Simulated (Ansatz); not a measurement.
Pb under changes of volume

One of the cells (29.314 Å³/atom); the others are scaled copies at fixed shape and fractional positions:

```
Pb
1.0
     3.48000    0.00000    0.00000
    -1.74000    3.01377    0.00000
     0.00000    0.00000    5.59000
Pb
2
Direct
  0.66667 0.33333 0.75000
  0.33333 0.66667 0.25000
```

This isn't the form of Pb at room conditions, which is fcc.

| Quantity | Value |
| --- | --- |
| Program | Ansatz 0.2.0 |
| Functional | PBE |
| Potentials or basis | all-electron LAPW, scalar-relativistic |
| Cutoff | 174 eV (chosen from the basis error) |
| Basis error allowed | 0.0005 eV/atom |
| k mesh | 9 × 9 × 5 |
| Occupations | fermi-dirac, width 0.05 eV |
| Spin | no spin polarisation |

| volume (Å³/atom) | energy over the lowest point (meV/atom) | pressure (GPa) |
| --- | --- | --- |
| 27.555 | ? | ? |
| 28.141 | 67.16 | 6.7 |
| 28.727 | 45.35 | 5.3 |
| 29.314 | 28.27 | 4.1 |
| 29.900 | 15.36 | 3.1 |
| 30.486 | 6.07 | 2.1 |
| 31.073 | 0.00 | 1.3 |

Q: What does the run at 27.555 Å³/atom give?

A: Energy over the lowest point 94.32 meV/atom; pressure 8.2 GPa.

Worked out: A Birch-Murnaghan fit of order 3 (a polynomial in V^(-2/3)) to the other rows has no minimum within the range. It gives 94.34 meV/atom at 27.555 Å³/atom, against the run's 94.32, and -dE/dV = 8.2 GPa, against 8.2.

Energies are extrapolated to zero smearing.
